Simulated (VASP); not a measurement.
Set up this calculation in VASP 6.6.1, as the native input.

| Quantity | Value |
| --- | --- |
| Task | single point |
| Functional | PBE |
| Dispersion | D3(BJ) |
| Potentials or basis | VASP PAW PBE potentials, release 64 (C) |
| Cutoff | 520 eV |
| k mesh | 16 × 16 × 1 |
| Occupations | gaussian, width 0.01 eV |
| Spin | no spin polarisation |
| Dipole correction | yes |
| Further INCAR settings | ALGO = Normal; EDIFF = 1e-06; NBANDS = 11 |

The structure of C lies in POSCAR:

```
C
1.0
    2.4692187104      0.0000000000      0.0000000000
   -1.2346093552      2.1325690381      0.0000000000
    0.0000000000      0.0000000000     26.0000000000
C
2
Direct
    0.0836451324      0.1672902647      0.5000000000
    0.4163548676      0.8327097353      0.5000000000
```

The slab is cut from a database's or a generator's crystal, which needn't be the stable form of the element.

The input as run:

INCAR

```
PREC     = Accurate       # precision mode
ENCUT    = 520            # plane-wave cutoff, eV
EDIFF    = 1E-6           # SCF threshold, eV
ISMEAR   = 0              # smearing method
SIGMA    = 0.01           # smearing width, eV
LREAL    = False          # projectors in reciprocal space
LASPH    = True           # aspherical terms in the spheres
NELM     = 100            # most SCF steps
ALGO     = Normal         # electronic algorithm
ISIF     = 2              # what is computed and relaxed
LWAVE    = False          # write WAVECAR
LCHARG   = False          # write CHGCAR
LDIPOL   = True         
IDIPOL   = 3            
DIPOL    = 0.5 0.5 0.500
GGA      = PE             # functional
IVDW     = 12             # dispersion correction
NBANDS   = 11             # bands
```

KPOINTS

```
Automatic mesh
0
Gamma
  16 16 1
```

Potentials or basis: VASP PAW PBE potentials, release 64 (C).

The run is started by

```sh
$ cat potpaw_PBE.64/C/POTCAR > POTCAR
$ mpirun -np 1 vasp_std > vasp.out
```

It gave:

| Quantity | Value |
| --- | --- |
| Largest force | 0.178 eV/Å |
| Band gap on the k mesh | 1.20 eV, direct |
| Dispersion energy per atom | -0.089 eV |

Wall time 2 min on 1 thread of Intel(R) Xeon(R) Platinum 8259CL CPU @ 2.50GHz (Skylake/Cascade Lake), on a shared host, peak memory 0.28 GiB.
